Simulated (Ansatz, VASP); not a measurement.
# PbO: VASP beside Ansatz

```
O Pb
1.0
     0.00000    2.83250    2.83250
     2.83250    0.00000    2.83250
     2.83250    2.83250    0.00000
O Pb
1 1
Direct
  0.50000 0.50000 0.50000
  0.00000 0.00000 0.00000
```

Alike in both runs: task single point; functional PBE; k mesh 6 × 6 × 6; occupations gaussian, width 0.1 eV; no spin polarisation.

|  | VASP | Ansatz |
| --- | --- | --- |
| version | VASP 6.6.1 | Ansatz 0.2.0 |
| potentials or method | VASP PAW PBE potentials, release 64 (O, Pb_d) | scalar-relativistic, plane waves, PAW |
| plane-wave cutoff (eV) | 520 | 420 |
| valence electrons in the cell | 20 | 20 |

|  | VASP | Ansatz | Ansatz less VASP |
| --- | --- | --- | --- |
| gap on the k mesh at the Fermi level (eV) | 0.14 | 0.14 | -0.001 |
| least direct gap on the mesh (eV) | 0.14 | 0.14 | -0.001 |
| pressure (GPa) | -11.6 | -11.5 | +0.07 |

Caveats: spin-orbit coupling is left out, which as a rule narrows the gap of such compounds by several tenths of an eV.
